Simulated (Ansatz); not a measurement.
# SnO2 (rutile): response to moved atoms and strain

How does SnO2 (rutile) push back when it is distorted? Each run changes the relaxed cell in one way.

Program: Ansatz 0.2.0. Level of theory: DFT PBE, scalar-relativistic, plane waves, PAW. These are calculated values, not measurements.

2 further runs of the same task are left out: 2 that didn't finish. Runs told in other sessions of the task aren't counted.

## 1. The system as given

Symmetry: P4_2/mnm, No. 136, tetragonal system. The conventional cell has a = 4.828 Å, b = 4.828 Å, c = 3.238 Å, α = 90.00°, β = 90.00°, γ = 90.00°. Sn (site symmetry mmm) is surrounded by 6 O at 2.09 Å. Around O (site symmetry m2m) lie 3 Sn at 2.09 Å.

Structure file:

```xyz
6
Lattice="4.8276 0.0000 0.0000 0.0000 4.8276 0.0000 0.0000 0.0000 3.2381" Properties=species:S:1:pos:R:3 pbc="T T T"
Sn    0.0000    0.0000    0.0000
Sn    2.4138    2.4138    1.6191
O     1.4800    1.4800    0.0000
O     3.8938    0.9338    1.6191
O     0.9338    3.8938    1.6191
O     3.3475    3.3475    0.0000
```

This cell comes from an earlier session at PBE: 12.578 Å³/atom at 0.00 GPa, on a 6×6×10 mesh.

The changes: atom 5 (O) moved 0.02 Å along y; atom 4 (O) moved 0.08 Å along y; strain e6 = +0.03, atoms carried along; strain e1 = +0.03, atoms carried along; all atoms moved at random (σ = 0.03 Å), cell strained at random (1 %); all atoms moved at random (σ = 0.1 Å), cell strained at random (1 %).

## 2. Atom 5 (O) moved 0.02 Å along y

input.yaml reads:

```yaml
crystal:
  lattice:
    - [4.8275742947, 0.0, 0.0]
    - [0.0, 4.8275742947, 0.0]
    - [0.0, 0.0, 3.2381011166]
  atoms:
    - { symbol: Sn, position: [0.0, 0.0, 0.0] }
    - { symbol: Sn, position: [0.5, 0.5, 0.5] }
    - { symbol: O, position: [0.3065775573, 0.3065775573, 0.0] }
    - { symbol: O, position: [0.8065775573, 0.1934224427, 0.5] }
    - { symbol: O, position: [0.1934224427, 0.8107204247, 0.5] }
    - { symbol: O, position: [0.6934224427, 0.6934224427, 0.0] }
basis:
  ecutwfc: 420
  ecutrho_ratio: 4
kpoints:
  mp_grid: { grid: [6, 6, 10] }
hamiltonian:
  xc: pbe
scf:
  occupations: { method: gaussian, width: 0.05 }
output:
  forces: true
  stress: true
  eigenvalues: true
  write_density: true
  write_potential: true
  elf: true
  volumetric_format: npy
```

Run with:

```
$ ansatz run input.yaml --threads 4 --pin off --max-ram 7168MiB --backend cpu --events-out ev --progress --plain --runs-dir out
```

Log (excerpt; [...] marks lines left out):

```text
Warning: RAYON_NUM_THREADS=4 ignored (pool sized by the plan → 4); use --threads N
[...]
Pseudopotentials: kind: paw
Pseudopotential: Sn, paw, valence charge 14, recommended cutoff 420 eV (normal), Sn.paw.azcp
Pseudopotential: O, paw, valence charge 6, recommended cutoff 420 eV (normal), O.paw.azcp
Functional definition: PBE
[...]
Crystal: 6 atoms, lattice volume = 75.465 Å³
Basis set: ecut = 420 eV, 1495 PW (Γ), exchange–correlation on 72×72×48 points (8 copies of the dense FFT grid, shifted against one another)
Bands: 32, of which v1, the nominal top of the filled ones, is band 26 counted from 1 (25 counted from 0)
Symmetry: 2 space group operations
Space group: Pm (ITA 6), of the structure as read, at distance tolerance 4.2e-5 Å
k-points: 120 of 360 (time reversal used)
[...]
SCF iter   1: F=—  HF=-14317.964550 eV  |F-HF|=—  |Δ(HF+E_count)|=         —  Δρ=1.28e-3  dr2=5.35e-4  ethr=1.77e-3  ⟨swp⟩=6.1  Hψ=16949  notcnv=0  defer=18
[...]
SCF iter   6: F=-14317.966880 eV  HF=-14317.966880 eV  |F-HF|=2.69e-8  |Δ(HF+E_count)|=   1.16e-7  Δρ=1.09e-5  dr2=7.00e-8  ethr=1.92e-10  ⟨swp⟩=13.8  Hψ=29119  notcnv=0
[...]
SCF converged after 6 iterations
Free energy (F): -14317.966880 eV
[...]
E sigma→0 (E₀):  -14317.966880 eV
Fermi energy:    9.085384 eV
[...]
--- Forces (eV/Å), atoms counted from 1 ---
  atom   1  Sn    -0.07093078     0.08502916     0.00000000
  atom   2  Sn    -0.04901250     0.03456704     0.00000000
  atom   3  O      0.00825108     0.07150250     0.00000000
  atom   4  O     -0.04429247     0.04843131     0.00000000
  atom   5  O      0.16370229    -0.23439109     0.00000000
  atom   6  O     -0.00772300    -0.00513814     0.00000000
[...]
--- Stress (GPa, compression-positive) ---
        0.072837       0.052227       0.000000
        0.052227       0.100703       0.000000
        0.000000       0.000000       0.177022
  P = ⅓ Tr σ = 0.1169 GPa (1.169 kbar)
--- Band table (eV; the first three rows and the last of 120) ---
[...]
```

Wall time 8.8 s (4 threads of Arm Neoverse V2, shared host); peak memory 0.5 GiB.

Result: volume 12.578 Å³/atom, pressure 0.12 GPa, gap on the mesh 0.69 eV.

Forces on the atoms, as numbers:

| atom | x (eV/Å) | y (eV/Å) | z (eV/Å) |
| --- | --- | --- | --- |
| Sn1 | -0.071 | 0.085 | 0.000 |
| Sn2 | -0.049 | 0.035 | 0.000 |
| O3 | 0.008 | 0.072 | 0.000 |
| O4 | -0.044 | 0.048 | 0.000 |
| O5 | 0.164 | -0.234 | 0.000 |
| O6 | -0.008 | -0.005 | 0.000 |

Density in a lattice plane of the grid's cell (edges 4.83 and 4.83 Å, at 0.000 of the third edge), which holds Sn and O.

Ten even steps from ' ' (0.03 e/Å³) to '@' (17.03 e/Å³):
```
##**--..                                  ..--**
--::..                                      ..::
..                                              
                              ........          
                            ..::----::..        
                            ..--====--..        
                            ..::------..        
                              ....::..          
                                                
                                                
                                                
            ..::....                            
          ..------::..                          
          ..--====--..                          
          ..::----::..                          
            ........                            
..                                              
--::..                                      ..::
##**--..                                  ..--**
@@%%==..                                  ..==%%
```
Columns run along the first of these edges and rows up along the second, over one cell in 24 and 20 even steps from the bottom left corner. Atoms in the plane (fractional): Sn at (0.00, 0.00), O at (0.31, 0.31), O at (0.69, 0.69).

ELF in the same plane.

Ten even steps from '0' (0.00) to '9' (0.86):
```
000122100000012222222100
001221100000135666422210
222221100001478999863222
222111000003689999996322
111100000014799977899631
100000000013799744799842
000000000012588756899852
000000000001368889999751
000012332111136789998630
001356776431113467765310
003689998763111123321000
014799998886310000000000
025899865788521000000000
124899744799731000000000
113699877999741000000111
222369999998630000011122
222236899987410000112222
001222466653100000112210
000122222221000000122100
000122110000000001122100
```
Columns run along the first of these edges and rows up along the second, over one cell in 24 and 20 even steps from the bottom left corner. Atoms in the plane (fractional): Sn at (0.00, 0.00), O at (0.31, 0.31), O at (0.69, 0.69).

Both are smooth fields of the valence electrons: close to the nuclei they are not physical.

Maxima of ELF outside the ion cores: 0.86 beside O, off the lines to its neighbours, 0.7 Å from O; 0.82 in the shell around O, 0.6 Å from O.

## 3. Atom 4 (O) moved 0.08 Å along y

input.yaml, as its differences from that of step 2:

```diff
@@ -9,4 +9,4 @@
     - { symbol: O, position: [0.3065775573, 0.3065775573, 0.0] }
-    - { symbol: O, position: [0.8065775573, 0.1934224427, 0.5] }
-    - { symbol: O, position: [0.1934224427, 0.8107204247, 0.5] }
+    - { symbol: O, position: [0.8065775573, 0.2099939122, 0.5] }
+    - { symbol: O, position: [0.1934224427, 0.8065775573, 0.5] }
     - { symbol: O, position: [0.6934224427, 0.6934224427, 0.0] }
@@ -25,5 +25 @@
   eigenvalues: true
-  write_density: true
-  write_potential: true
-  elf: true
-  volumetric_format: npy
```

Run with:

```
$ ansatz run input.yaml --threads 4 --pin off --max-ram 7168MiB --backend cpu --events-out ev --progress --plain --runs-dir out
```

Log (excerpt; [...] marks lines left out):

```text
Warning: RAYON_NUM_THREADS=4 ignored (pool sized by the plan → 4); use --threads N
[...]
Pseudopotentials: kind: paw
Pseudopotential: Sn, paw, valence charge 14, recommended cutoff 420 eV (normal), Sn.paw.azcp
Pseudopotential: O, paw, valence charge 6, recommended cutoff 420 eV (normal), O.paw.azcp
Functional definition: PBE
[...]
Crystal: 6 atoms, lattice volume = 75.465 Å³
Basis set: ecut = 420 eV, 1495 PW (Γ), exchange–correlation on 72×72×48 points (8 copies of the dense FFT grid, shifted against one another)
Bands: 32, of which v1, the nominal top of the filled ones, is band 26 counted from 1 (25 counted from 0)
Symmetry: 2 space group operations
Space group: Pm (ITA 6), of the structure as read, at distance tolerance 4.2e-5 Å
k-points: 120 of 360 (time reversal used)
[...]
SCF iter   1: F=—  HF=-14317.928491 eV  |F-HF|=—  |Δ(HF+E_count)|=         —  Δρ=1.34e-3  dr2=6.57e-4  ethr=1.77e-3  ⟨swp⟩=6.0  Hψ=16964  notcnv=0  defer=17
[...]
SCF iter   6: F=-14317.930678 eV  HF=-14317.930678 eV  |F-HF|=8.31e-8  |Δ(HF+E_count)|=   1.20e-7  Δρ=1.04e-5  dr2=4.65e-8  ethr=1.92e-10  ⟨swp⟩=6.6  Hψ=17130  notcnv=0
[...]
SCF converged after 6 iterations
Free energy (F): -14317.930678 eV
[...]
E sigma→0 (E₀):  -14317.930678 eV
Fermi energy:    9.064782 eV
[...]
--- Forces (eV/Å), atoms counted from 1 ---
  atom   1  Sn    -0.24693644     0.32347880     0.00000000
  atom   2  Sn    -0.27647395     0.20280826     0.00000000
  atom   3  O     -0.03793960    -0.02836116     0.00000000
  atom   4  O      0.69403439    -0.97298379     0.00000000
  atom   5  O     -0.16248676     0.18550760     0.00000000
  atom   6  O      0.02979362     0.28955595     0.00000000
[...]
--- Stress (GPa, compression-positive) ---
        0.082679      -0.441547       0.000000
       -0.441547      -0.304009       0.000000
        0.000000       0.000000      -0.405173
  P = ⅓ Tr σ = -0.2088 GPa (-2.088 kbar)
--- Band table (eV; the first three rows and the last of 120) ---
[...]
```

Wall time 6.3 s (4 threads of Arm Neoverse V2, shared host); peak memory 0.48 GiB.

Result: volume 12.578 Å³/atom, pressure -0.21 GPa, gap on the mesh 0.63 eV.

Forces on the atoms, as numbers:

| atom | x (eV/Å) | y (eV/Å) | z (eV/Å) |
| --- | --- | --- | --- |
| Sn1 | -0.247 | 0.323 | 0.000 |
| Sn2 | -0.276 | 0.203 | 0.000 |
| O3 | -0.038 | -0.028 | 0.000 |
| O4 | 0.694 | -0.973 | 0.000 |
| O5 | -0.162 | 0.186 | 0.000 |
| O6 | 0.030 | 0.290 | 0.000 |

## 4. Strain e6 = +0.03, atoms carried along

input.yaml, as its differences from that of step 3:

```diff
@@ -2,4 +2,4 @@
   lattice:
-    - [4.8275742947, 0.0, 0.0]
-    - [0.0, 4.8275742947, 0.0]
+    - [4.8275742947, 0.0724136144, 0.0]
+    - [0.0724136144, 4.8275742947, 0.0]
     - [0.0, 0.0, 3.2381011166]
@@ -9,3 +9,3 @@
     - { symbol: O, position: [0.3065775573, 0.3065775573, 0.0] }
-    - { symbol: O, position: [0.8065775573, 0.2099939122, 0.5] }
+    - { symbol: O, position: [0.8065775573, 0.1934224427, 0.5] }
     - { symbol: O, position: [0.1934224427, 0.8065775573, 0.5] }
```

Run with:

```
$ ansatz run input.yaml --threads 4 --pin off --max-ram 7168MiB --backend cpu --events-out ev --progress --plain --runs-dir out
```

Log (excerpt; [...] marks lines left out):

```text
Warning: RAYON_NUM_THREADS=4 ignored (pool sized by the plan → 4); use --threads N
[...]
Pseudopotentials: kind: paw
Pseudopotential: Sn, paw, valence charge 14, recommended cutoff 420 eV (normal), Sn.paw.azcp
Pseudopotential: O, paw, valence charge 6, recommended cutoff 420 eV (normal), O.paw.azcp
Functional definition: PBE
[...]
Crystal: 6 atoms, lattice volume = 75.449 Å³
Basis set: ecut = 420 eV, 1471 PW (Γ), exchange–correlation on 72×72×48 points (8 copies of the dense FFT grid, shifted against one another)
Bands: 32, of which v1, the nominal top of the filled ones, is band 26 counted from 1 (25 counted from 0)
Symmetry: 8 space group operations
Space group: Cmmm (ITA 65), of the structure as read, at distance tolerance 4.2e-5 Å
k-points: 78 of 360
[...]
SCF iter   1: F=—  HF=-14317.929289 eV  |F-HF|=—  |Δ(HF+E_count)|=         —  Δρ=1.29e-3  dr2=6.44e-4  ethr=1.77e-3  ⟨swp⟩=6.1  Hψ=11013  notcnv=0  defer=11
[...]
SCF iter   6: F=-14317.931446 eV  HF=-14317.931446 eV  |F-HF|=1.29e-7  |Δ(HF+E_count)|=   5.29e-7  Δρ=1.19e-5  dr2=7.53e-8  ethr=1.92e-10  ⟨swp⟩=6.5  Hψ=11249  notcnv=0
[...]
SCF converged after 6 iterations
Free energy (F): -14317.931446 eV
[...]
E sigma→0 (E₀):  -14317.931446 eV
Fermi energy:    9.083435 eV
[...]
--- Forces (eV/Å), atoms counted from 1 ---
  atom   1  Sn    -0.00000000     0.00000000     0.00000000
  atom   2  Sn     0.00000000     0.00000000     0.00000000
  atom   3  O     -0.03271745    -0.03271745     0.00000000
  atom   4  O      0.05751604    -0.05751604     0.00000000
  atom   5  O     -0.05751604     0.05751604     0.00000000
  atom   6  O      0.03271745     0.03271745     0.00000000
[...]
--- Stress (GPa, compression-positive) ---
        0.235786      -5.369231       0.000000
       -5.369231       0.235786       0.000000
        0.000000       0.000000       0.152496
  P = ⅓ Tr σ = 0.2080 GPa (2.080 kbar)
--- Band table (eV; the first three rows and the last of 78) ---
[...]
```

Wall time 2.6 s (4 threads of Arm Neoverse V2, shared host); peak memory 0.45 GiB.

Read off: volume 12.575 Å³/atom, pressure 0.21 GPa, mesh gap 0.68 eV.

Forces on the atoms, as numbers:

| atom | x (eV/Å) | y (eV/Å) | z (eV/Å) |
| --- | --- | --- | --- |
| O3 | -0.033 | -0.033 | 0.000 |
| O4 | 0.058 | -0.058 | 0.000 |
| O5 | -0.058 | 0.058 | 0.000 |
| O6 | 0.033 | 0.033 | 0.000 |

(Part 1 of 2 ends here.)
